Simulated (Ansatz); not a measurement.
Step by step: CdS, relaxation of cell and atoms

Method: DFT, LDA, PAW with Ansatz's default frozen-core files, scalar-relativistic in Ansatz 0.2.0.

Command: `ansatz run input.yaml --threads 1 --pin off --max-ram 3072MiB --backend cpu --events-out ev --progress --plain --runs-dir out` The run took 2.6 min on 1 thread of Intel(R) Xeon(R) Platinum 8488C (Sapphire Rapids), with other jobs on the host, peak memory 0.58 GiB.

```yaml
crystal:
  lattice:
    - [4.3082947317, 0.0, 0.0]
    - [0.0, 4.3082947317, 0.0]
    - [0.0, 0.0, 5.4715343093]
  atoms:
    - { symbol: Cd, position: [0.0, 0.5, 0.24] }
    - { symbol: Cd, position: [0.5, 0.0, 0.76] }
    - { symbol: S, position: [0.0, 0.0, 0.0] }
    - { symbol: S, position: [0.5, 0.5, 0.0] }
kpoints:
  mp_grid: { grid: [10, 10, 8] }
scf:
  occupations: { method: fermi_dirac, width: 0.08 }
hamiltonian:
  xc: lda
  pseudopotentials: { kind: paw }
output:
  forces: true
  stress: true
relax:
  f_tol: 0.005
  max_steps: 80
  cell: {}
```

The cell is built from the PbO type as a first guess.

The cutoff is 420 eV; energies and pressures of the walk include the program's estimate of the Pulay term. The PAW files were made with PBE; their cores are remade for this functional.

Each frame lists the cell vectors (Å), then Cartesian positions (Å) and forces (eV/Å). Free energies count from the first step, -17973.5159 eV.

The walk took 17 evaluations in all; steps that aren't listed are left out.

Step 1: E = 0.0 meV, P = 5.14 GPa

```
cell 4.3083 0.0000 0.0000 0.0000 4.3083 0.0000 0.0000 0.0000 5.4715
Cd    0.0000    2.1541    1.3132     0.000   0.000   0.197
Cd    2.1541    0.0000    4.1584     0.000   0.000  -0.197
S     0.0000    0.0000    0.0000     0.000   0.000   0.000
S     2.1541    2.1541    0.0000     0.000   0.000   0.000
```

Step 2: E = -508.8 meV, P = 0.98 GPa

```
cell 4.5200 0.0000 0.0000 0.0000 4.5200 0.0000 0.0000 0.0000 5.2889
Cd    0.0000    2.2600    1.2295     0.000   0.000  -0.658
Cd    2.2600    0.0000    4.0594     0.000   0.000   0.658
S     0.0000    0.0000    0.0000     0.000   0.000   0.000
S     2.2600    2.2600    0.0000     0.000   0.000   0.000
```

Step 3: E = -1072.4 meV, P = -0.61 GPa

```
cell 4.7346 0.0000 0.0000 0.0000 4.7346 0.0000 0.0000 0.0000 5.0650
Cd    0.0000    2.3673    1.0431     0.000   0.000  -0.899
Cd    2.3673    0.0000    4.0219     0.000   0.000   0.899
S     0.0000    0.0000    0.0000     0.000   0.000   0.000
S     2.3673    2.3673    0.0000     0.000   0.000   0.000
```

Step 4: E = -1507.5 meV, P = -2.35 GPa

```
cell 4.9290 0.0000 0.0000 0.0000 4.9290 0.0000 0.0000 0.0000 4.8266
Cd    0.0000    2.4645    0.8221     0.000   0.000  -0.714
Cd    2.4645    0.0000    4.0044     0.000   0.000   0.714
S     0.0000    0.0000    0.0000     0.000   0.000   0.000
S     2.4645    2.4645    0.0000     0.000   0.000   0.000
```

Step 5: E = -1738.3 meV, P = 0.18 GPa

```
cell 4.9294 0.0000 0.0000 0.0000 4.9294 0.0000 0.0000 0.0000 4.5777
Cd    0.0000    2.4647    0.6124     0.000   0.000  -0.172
Cd    2.4647    0.0000    3.9653     0.000   0.000   0.172
S     0.0000    0.0000    0.0000     0.000   0.000   0.000
S     2.4647    2.4647    0.0000     0.000   0.000   0.000
```

Step 6: E = -1806.2 meV, P = -1.38 GPa

```
cell 5.0097 0.0000 0.0000 0.0000 5.0097 0.0000 0.0000 0.0000 4.3291
Cd    0.0000    2.5049    0.4819     0.000   0.000  -0.075
Cd    2.5049    0.0000    3.8472     0.000   0.000   0.075
S     0.0000    0.0000    0.0000     0.000   0.000   0.000
S     2.5049    2.5049    0.0000     0.000   0.000   0.000
```

Step 7: E = -1837.6 meV, P = -0.42 GPa

```
cell 4.9998 0.0000 0.0000 0.0000 4.9998 0.0000 0.0000 0.0000 4.0889
Cd    0.0000    2.4999    0.4205     0.000   0.000   0.043
Cd    2.4999    0.0000    3.6683     0.000   0.000  -0.043
S     0.0000    0.0000    0.0000     0.000   0.000   0.000
S     2.4999    2.4999    0.0000     0.000   0.000   0.000
```

Step 8: E = -1844.5 meV, P = 0.16 GPa

```
cell 4.9888 0.0000 0.0000 0.0000 4.9888 0.0000 0.0000 0.0000 3.9451
Cd    0.0000    2.4944    0.4216     0.000   0.000   0.083
Cd    2.4944    0.0000    3.5236     0.000   0.000  -0.083
S     0.0000    0.0000    0.0000     0.000   0.000   0.000
S     2.4944    2.4944    0.0000     0.000   0.000   0.000
```

Step 9: E = -1849.3 meV, P = 0.28 GPa

```
cell 4.9795 0.0000 0.0000 0.0000 4.9795 0.0000 0.0000 0.0000 3.9219
Cd    0.0000    2.4897    0.4548     0.000   0.000   0.075
Cd    2.4897    0.0000    3.4671     0.000   0.000  -0.075
S     0.0000    0.0000    0.0000     0.000   0.000   0.000
S     2.4897    2.4897    0.0000     0.000   0.000   0.000
```

Step 10: E = -1857.0 meV, P = -0.07 GPa

```
cell 4.9686 0.0000 0.0000 0.0000 4.9686 0.0000 0.0000 0.0000 3.8893
Cd    0.0000    2.4843    0.5356     0.000   0.000   0.016
Cd    2.4843    0.0000    3.3537     0.000   0.000  -0.016
S     0.0000    0.0000    0.0000     0.000   0.000   0.000
S     2.4843    2.4843    0.0000     0.000   0.000   0.000
```

Step 11: E = -1858.2 meV, P = -0.04 GPa

```
cell 4.9591 0.0000 0.0000 0.0000 4.9591 0.0000 0.0000 0.0000 3.8233
Cd    0.0000    2.4796    0.5761     0.000   0.000  -0.002
Cd    2.4796    0.0000    3.2472     0.000   0.000   0.002
S     0.0000    0.0000    0.0000     0.000   0.000   0.000
S     2.4796    2.4796    0.0000     0.000   0.000   0.000
```

Step 12: E = -1858.3 meV, P = 0.00 GPa

```
cell 4.9579 0.0000 0.0000 0.0000 4.9579 0.0000 0.0000 0.0000 3.8385
Cd    0.0000    2.4790    0.5739     0.000   0.000  -0.001
Cd    2.4790    0.0000    3.2646     0.000   0.000   0.001
S     0.0000    0.0000    0.0000     0.000   0.000   0.000
S     2.4790    2.4790    0.0000     0.000   0.000   0.000
```

Step 13: E = -1858.3 meV, P = 0.00 GPa

```
cell 4.9587 0.0000 0.0000 0.0000 4.9587 0.0000 0.0000 0.0000 3.8424
Cd    0.0000    2.4793    0.5708     0.000   0.000   0.001
Cd    2.4793    0.0000    3.2716     0.000   0.000  -0.001
S     0.0000    0.0000    0.0000     0.000   0.000   0.000
S     2.4793    2.4793    0.0000     0.000   0.000   0.000
```

Step 14: E = -1882.3 meV, P = 0.54 GPa (the cell of the step before, solved again on a basis chosen afresh, hence the jump)

Step 15: E = -1884.7 meV, P = -0.02 GPa

```
cell 4.9839 0.0000 0.0000 0.0000 4.9839 0.0000 0.0000 0.0000 3.8695
Cd    0.0000    2.4920    0.5353     0.000   0.000  -0.004
Cd    2.4920    0.0000    3.3343     0.000   0.000   0.004
S     0.0000    0.0000    0.0000     0.000   0.000   0.000
S     2.4920    2.4920    0.0000     0.000   0.000   0.000
```

Problem. How does the relaxation end?

Solution. It converges, with a = 4.985 Å, b = 4.985 Å, c = 3.872 Å, α = 90.00°, β = 90.00°, γ = 90.00° (conventional cell, space group P4/nmm). The last solve (on a basis chosen afresh for the final cell, so its energy is not quite comparable) gives E = -1884.8 meV, P = 0.00 GPa:
```
cell 4.9849 0.0000 0.0000 0.0000 4.9849 0.0000 0.0000 0.0000 3.8718
Cd    0.0000    2.4925    0.5300     0.000   0.000   0.000
Cd    2.4925    0.0000    3.3418     0.000   0.000   0.000
S     0.0000    0.0000    0.0000     0.000   0.000   0.000
S     2.4925    2.4925    0.0000     0.000   0.000   0.000
```
